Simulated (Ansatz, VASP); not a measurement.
## Two plane-wave programs on Rh

The input INCAR:

```
SYSTEM = Rh
ALGO = Normal
EDIFF = 1E-7
ENCUT = 520
ISIF = 2
ISMEAR = 0
LASPH = .True.
LCHARG = .True.
LELF = .True.
LREAL = .False.
LVHAR = .True.
LWAVE = .False.
NBANDS = 22
NELM = 100
PREC = Accurate
SIGMA = 0.05
```

Contents of KPOINTS:

```
k-points
0
Gamma
  18 18 10
  0 0 0
```

POSCAR

```
Rh
1.0
    2.7309790400      0.0000000000      0.0000000000
   -1.3654895200      2.3650972300      0.0000000000
    0.0000000000      0.0000000000      4.4284890000
Rh
2
Direct
    0.6666666700      0.3333333300      0.7500000000
    0.3333333300      0.6666666700      0.2500000000
```

Input for Ansatz:

```yaml
crystal:
  lattice:
    - [2.73097904, 0.0, 0.0]
    - [-1.36548952, 2.36509723, 0.0]
    - [0.0, 0.0, 4.428489]
  atoms:
    - { symbol: Rh, position: [0.66666667, 0.33333333, 0.75] }
    - { symbol: Rh, position: [0.33333333, 0.66666667, 0.25] }
basis:
  ecutwfc: 420
kpoints:
  mp_grid: { grid: [18, 18, 10] }
hamiltonian:
  xc: lda
scf:
  occupations: { method: gaussian, width: 0.05 }
output:
  forces: true
  eigenvalues: true
  eigenstates:
    nscf_kmesh: { grid: [30, 30, 16] }
    top_band: c6
    de_dk: true
    localisation: false
  stress: true
checkpoint:
  write: ck
  compress: false
  write_wavefunctions: false
  write_every: 100000
```

This isn't the form of Rh at room conditions, which is fcc.

Alike in both runs: task single point; functional LDA; k mesh 18 × 18 × 10; occupations gaussian, width 0.05 eV; no spin polarisation.

```csv
,VASP,Ansatz
version,VASP 6.6.1,Ansatz 0.2.0
potentials or method,"VASP PAW LDA potentials, release 64 (Rh_pv)","scalar-relativistic, plane waves, PAW"
plane-wave cutoff (eV),520,420
valence electrons in the cell,30,34
```

|  | VASP | Ansatz | Ansatz less VASP |
| --- | --- | --- | --- |
| pressure (GPa) | -18.8 | -19.6 | -0.72 |
| largest component of the traceless stress (GPa) | 1.53 | 1.55 | +0.020 |

The two sets of potentials don't hold the same shells in valence.

Caveats: so large a pressure means that the cell lies far from this level's equilibrium, or that cutoff or potentials fall short (VASP).
